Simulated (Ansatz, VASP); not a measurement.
## Mo in VASP and in Ansatz

```
CELL_PARAMETERS angstrom
-1.56594 1.56594 1.56594
1.56594 -1.56594 1.56594
1.56594 1.56594 -1.56594
ATOMIC_POSITIONS crystal
Mo 0.00000 0.00000 0.00000
```

Alike in both runs: functional PBEsol; k mesh 8 × 8 × 8; occupations gaussian, width 0.1 eV; no spin polarisation.

Ansatz relaxed the structure, and its values are those at the end. VASP's run is a single point on that final structure, the one shown.

```csv
,VASP,Ansatz
version,VASP 6.6.1,Ansatz 0.2.0
potentials or method,"VASP PAW PBE potentials, release 64 (Mo_sv)","scalar-relativistic, plane waves, PAW"
plane-wave cutoff (eV),520,420
valence electrons in the cell,14,14
```

```tsv
	VASP	Ansatz	Ansatz less VASP
gap on the k mesh at the Fermi level (eV)	none	none	-
pressure (GPa)	0.6	0.0	-0.57
```

A gap of «none» marks a metal or a gap that the smearing closes. Ansatz warned: «pseudo_functional_mismatch».

Caveats: the PAW data sets were made with another functional, which shifts forces and pressure a little (VASP).
